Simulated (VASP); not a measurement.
**Sb: relaxation of cell and atoms with PBE**

Crystal: Sb.

```
CELL_PARAMETERS angstrom
2.18875 1.26368 3.82817
-2.18875 1.26368 3.82817
0.00000 -2.52735 3.82817
ATOMIC_POSITIONS crystal
Sb 0.23325 0.23325 0.23325
Sb 0.76675 0.76675 0.76675
```

- Program: VASP 6.6.1
- Task: relaxation of cell and atoms
- Functional: PBE
- Potentials or basis: VASP PAW PBE potentials, release 64 (Sb)
- Cutoff: 520 eV
- k mesh: 12 × 12 × 12
- Occupations: gaussian, width 0.1 eV
- Spin: no spin polarisation
- Further INCAR settings: ALGO = Normal; EDIFF = 1e-07; IBRION = 2; POTIM = 0.3; EDIFFG = -0.005; NSW = 60; ISIF = 3

```json
{
 "Pressure after relaxing": "0.0 GPa",
 "Band gap on the k mesh": "none (metal or under the smearing width)"
}
```

Forces in eV/Å, atoms in the order of the input:
```
Sb   0.000  0.000  0.002
Sb   0.000  0.000 -0.002
```

Final structure:
```
Sb
1.0
     2.18875    1.26368    3.82817
    -2.18875    1.26368    3.82817
     0.00000   -2.52735    3.82817
Sb
2
Direct
  0.23325 0.23325 0.23325
  0.76675 0.76675 0.76675
```

Levels at points of the mesh, in eV from the Fermi level:
```csv
k point,band 3,band 4,band 5,band 6,band 7,band 8
"(0.00, 0.00, 0.00)",-1.89,-1.65,-1.65,2.06,2.65,2.65
"(0.50, 0.00, 0.00)",-1.80,-1.70,-0.22,-0.18,0.27,0.63
"(0.50, 0.50, 0.00)",-5.09,-3.47,-3.40,1.71,4.72,5.35
"(0.50, 0.50, 0.50)",-1.20,-1.20,-0.50,0.26,0.26,1.11
```

Wall time 41 s on 1 thread of Intel(R) Xeon(R) Platinum 8559C (Emerald Rapids), with other jobs on the host, peak memory 0.26 GiB.

Caveat: the relaxation stopped at its first step, so nothing moved. Spin-orbit coupling is left out, which matters for the levels of Sb.
